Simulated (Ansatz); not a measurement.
# KI: the cost of one run

Program: Ansatz 0.2.0. Level of theory: reference: DFT, PBE, plane waves, PAW. These are calculated values, not measurements.

1 further run of the same task is left out (it didn't finish).

### 1 The structure to begin with

Symmetry: P6_3/mmc, No. 194, hexagonal system. The conventional cell has a = 4.899 Å, b = 4.899 Å, c = 8.591 Å, α = 90.00°, β = 90.00°, γ = 120.00°. K (site symmetry -3m) has 6 I at 3.55 Å as nearest neighbours. I (site symmetry -6m2) has 6 K at 3.55 Å as nearest neighbours.

Coordinates:

```cif
data_structure
_symmetry_space_group_name_H-M 'P 1'
_symmetry_Int_Tables_number 1
_cell_length_a 4.8993
_cell_length_b 4.8993
_cell_length_c 8.5908
_cell_angle_alpha 90.000
_cell_angle_beta 90.000
_cell_angle_gamma 119.995
_cell_volume 178.59
loop_
_atom_site_label
_atom_site_type_symbol
_atom_site_fract_x
_atom_site_fract_y
_atom_site_fract_z
_atom_site_occupancy
K1 K 0.50000 0.50000 0.50000 1
K2 K 0.50000 0.50000 0.00000 1
I1 I 0.83340 0.16660 0.25000 1
I2 I 0.16660 0.83340 0.75000 1
```

### 2 Baseline

File input.yaml:

```yaml
crystal:
  lattice:
    - [2.449840684, -4.2428072622, 0.0]
    - [2.449840684, 4.2428072622, 0.0]
    - [0.0, 0.0, 8.590818448]
  atoms:
    - { symbol: K, position: [0.5, 0.5, 0.5] }
    - { symbol: K, position: [0.5, 0.5, 0.0] }
    - { symbol: I, position: [0.8333974866, 0.1666025134, 0.25] }
    - { symbol: I, position: [0.1666025134, 0.8333974866, 0.75] }
kpoints:
  mp_grid: { grid: [6, 6, 2] }
hamiltonian:
  xc: pbe
scf:
  occupations: { method: fixed }
  n_extra_bands: 5
output:
  forces: true
  stress: true
  eigenvalues: true
  write_density: true
  write_potential: true
  elf: true
  volumetric_format: npy
```

The run is started by

```
> ansatz run input.yaml --threads 4 --pin off --max-ram 4608MiB --backend cpu --events-out ev --progress --plain --runs-dir out
```

Q: Estimate wall time and peak memory on 4 threads of Arm Neoverse V1, shared host.

About 3.1 s, with a peak of 0.53 GiB.
